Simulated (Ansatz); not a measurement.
**Ni (Fm-3m), zone-centre modes**

These are results of DFT PBEsol, scalar-relativistic, plane waves, PAW (Ansatz), not measurements. The runs took a 420 eV cutoff, a Γ-centred 24×24×18 mesh and Gaussian smearing (0.15 eV). Collinear spins, started from moments 0.7, 0.7 μB in atom order; the magnetic state may not be the lowest.

The starting cell (relaxed at this level):

```
Ni
1.0
     0.00000   -1.73158   -1.73158
     0.00000    1.73158   -1.73158
     3.46315    0.00000    0.00000
Ni
2
Direct
  0.50000 0.50000 0.50000
  0.00000 0.00000 0.00000
```

Harmonic modes by finite displacements of 0.02 Å, without the LO–TO term. The cell doubles the primitive one, so its zone centre also holds the primitive cell's point q = (0, 1/2, 1/2).

**Question.** At this geometry, is the structure stable against these modes?

**Answer.** Yes: no mode is imaginary beyond 10 cm⁻¹, and only the three translations lie near zero.

**Question.** List the wavenumbers in cm⁻¹.

**Answer.** 0, 0, 0, 225, 225, 303.

Cost: 1 run of about 1.8 core-minutes, on AMD EPYC 9R45 (Zen 5) (shared hosts).